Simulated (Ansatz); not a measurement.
# Fe2Si under changes of volume

One of the cells (10.779 Å³/atom); the others are scaled copies at fixed shape and fractional positions:

```
Fe Si
1.0
    -1.34748    1.34748    4.45257
     1.34748   -1.34748    4.45257
     1.34748    1.34748   -4.45257
Fe Si
2 1
Direct
  0.66037 0.66037 0.00000
  0.33963 0.33963 0.00000
  0.00000 0.00000 0.00000
```

The cell comes from a database or a generator and needn't be the stable form of this composition.

* Program: Ansatz 0.2.0
* Functional: LDA
* Potentials or basis: Ansatz PAW
* Cutoff: 420 eV (not typed: the program's choice for these potentials)
* k mesh: 14 × 14 × 14
* Occupations: fermi-dirac, width 0.05 eV
* Spin: collinear spin, ferromagnetic start
* Starting moments: [3.0, 3.0, 0.0] μB

```csv
volume (Å³/atom),energy over the lowest point (meV/atom),pressure (GPa),moment (μB per cell),largest force (eV/Å)
10.133,0.00,-1.2,2.05,0.110
10.348,5.18,-6.5,2.12,0.094
10.564,17.14,-11.3,2.18,0.074
10.779,35.11,-15.5,2.25,0.051
10.995,?,?,?,?
11.211,86.44,-22.5,2.36,0.002
11.426,118.64,-25.3,2.42,0.029
```

What does the run at 10.995 Å³/atom give?

Energy over the lowest point 58.42 meV/atom; pressure -19.2 GPa; moment 2.31 μB per cell; largest force 0.025 eV/Å.

Worked out: A Birch-Murnaghan fit of order 3 (a polynomial in V^(-2/3)) to the other rows has its minimum at 10.09 Å³/atom, just outside them, with B0 = V·E''(V) = 270 GPa and B' = 4.5 at fixed shape and positions, which overstates the stiffness. It gives 58.39 meV/atom at 10.995 Å³/atom, against the run's 58.42, and -dE/dV = -19.1 GPa, against -19.2. A straight line through the other rows of the moment, of slope 0.284 μB per Å³/atom, gives 2.30 μB, against the run's 2.31.

Energies are extrapolated to zero smearing.

Caveats: the PAW data sets come from PBE, with cores solved anew for the run's functional, which leaves a small shift of forces and pressure.
